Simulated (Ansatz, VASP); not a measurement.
## La in VASP and in Ansatz

File INCAR:

```
PREC = Accurate ; ENCUT = 600
EDIFF = 1E-6 ; ISMEAR = -1
SIGMA = 0.05 ; LREAL = False
LASPH = True ; NELM = 100
ALGO = Normal ; ISIF = 3
LWAVE = False ; LCHARG = False
GGA = PE ; IBRION = 2
NSW = 45 ; EDIFFG = -0.005
```

KPOINTS

```
regular mesh
0
Gamma
  13 13 7
```

The input POSCAR:

```
La
1.0
    3.7723445511      0.0000000000      0.0000000000
   -1.8861722756      3.2669462131      0.0000000000
    0.0000000000      0.0000000000      6.1014242365
La
2
Direct
    0.3333333333      0.6666666667      0.2500000000
    0.6666666667      0.3333333333      0.7500000000
```

Input for Ansatz:

```yaml
crystal:
  lattice:
    - [3.7723445511, 0.0, 0.0]
    - [-1.8861722756, 3.2669462131, 0.0]
    - [0.0, 0.0, 6.1014242365]
  atoms:
    - { symbol: La, position: [0.3333333333, 0.6666666667, 0.25] }
    - { symbol: La, position: [0.6666666667, 0.3333333333, 0.75] }
kpoints:
  mp_grid: { grid: [13, 13, 7] }
scf:
  occupations: { method: fermi_dirac, width: 0.05 }
hamiltonian:
  xc: pbe
  pseudopotentials: { kind: all_electron, lapw: { basis_error: 0.0005 } }
output:
  forces: true
  stress: true
  eigenvalues: true
  populations: true
relax:
  f_tol: 0.005
  max_steps: 25
  cell: {}
```

Alike in both runs: task relaxation of cell and atoms; functional PBE; k mesh 13 × 13 × 7; occupations fermi-dirac, width 0.05 eV; no spin polarisation.

```csv
,VASP,Ansatz
version,VASP 6.6.1,Ansatz 0.2.0
potentials or method,"VASP PAW PBE potentials, release 64 (La)","all-electron LAPW, scalar-relativistic"
plane-wave cutoff (eV),600,see its input
```

|  | VASP | Ansatz | Ansatz less VASP |
| --- | --- | --- | --- |
| relaxed volume (Å³/atom) | 37.70 | 37.60 | -0.105 |
| relaxed cell length with the largest relative difference (Å) | 3.776 | 3.772 | -0.0039 |

Ansatz ran all-electron here, so the differences hold the error of VASP's frozen core and of both bases.

Spin-orbit coupling is left out, which matters for the levels of La.
